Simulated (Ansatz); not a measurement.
# InPd: a fit and a missing row

InPd, Pm-3m, a = 3.305 Å. The structure is a Materials Project entry; whether it is the stable form wasn't checked. Ansatz: PBE, PAW, 420 eV, Γ-centred 14×14×14 mesh on 2 atoms, Gaussian smearing 0.10 eV; no spin polarisation. Symmetry fixes shape and atoms, so the cell is only scaled; pressure is positive in compression.

```
V (Å³/atom) P (GPa)
     15.888    20.49
     16.430    13.74
     16.971     8.18
     17.513     3.65
     18.055    -0.02
     18.596        ?
     19.138    -5.42
     19.860    -7.92
```

Q: Take V0 = 18.055 Å³/atom, count pressures from its P0 = -0.02 GPa, fit the third-order Birch–Murnaghan form to the other rows, and predict the missing pressure.

A: With the Eulerian strain f = ½[(V0/V)^(2/3) − 1] and y = (P − P0)/[3f(1 + 2f)^(5/2)], the form is the line y = B0 + 1.5 B0 (B0′ − 4) f. Rows (f, y): 0.04449, 124.2; 0.03245, 120.8; 0.02107, 117.0; 0.01026, 113.3; -0.01905, 104.1; -0.03077, 100.3. Means f = 0.009742, y = 113.28; Σ(Δf)² = 0.004322, ΣΔfΔy = 1.383; the slope is their ratio. y = 110.2 + 319.9 f GPa, so B0 = 110.2 GPa and B0′ = 4 + 2 × (319.9)/(3 × 110.2) = 5.94. At V = 18.596, f = -0.00975, y = 107.08 and P = -3.00 GPa. The run gave -3.00 GPa, the same to the digits shown.